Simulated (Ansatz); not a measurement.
The system is As.

```
CELL_PARAMETERS angstrom
1.88080 1.08588 3.51406
-1.88080 1.08588 3.51406
0.00000 -2.17176 3.51406
ATOMIC_POSITIONS crystal
As 0.22600 0.22600 0.22600
As 0.77400 0.77400 0.77400
```

Base run:

| Property | Result |
| --- | --- |
| Program | Ansatz 0.2.0 |
| Functional | r2SCAN0 form with a typed share of exact exchange |
| Potentials or basis | Ansatz PAW |
| Cutoff | 500 eV (not typed: the program's choice for these potentials) |
| k mesh | 5 × 5 × 5 |
| Occupations | fermi-dirac, width 0.05 eV |
| Spin | no spin polarisation |

Its results: band gap on the k mesh 1.05 eV, indirect (least direct gap 1.43 eV); pressure -0.8 GPa; largest force 0.286 eV/Å.

Task: The run is repeated on the same cell with these changes: share of exact exchange from 0.35 to 0.5. What comes out?

Result: Band gap on the k mesh 1.55 eV, indirect (least direct gap 1.94 eV); pressure -1.7 GPa; largest force 0.409 eV/Å.

Caveats: odd divisions of the mesh miss points on the zone boundary, where band edges often lie, so the gap on the mesh can be too wide; the PAW data sets come from PBE, with cores solved anew for the run's functional, which leaves a small shift of forces and pressure; the thresholds are loose for stress.

A k mesh can miss the band edges.
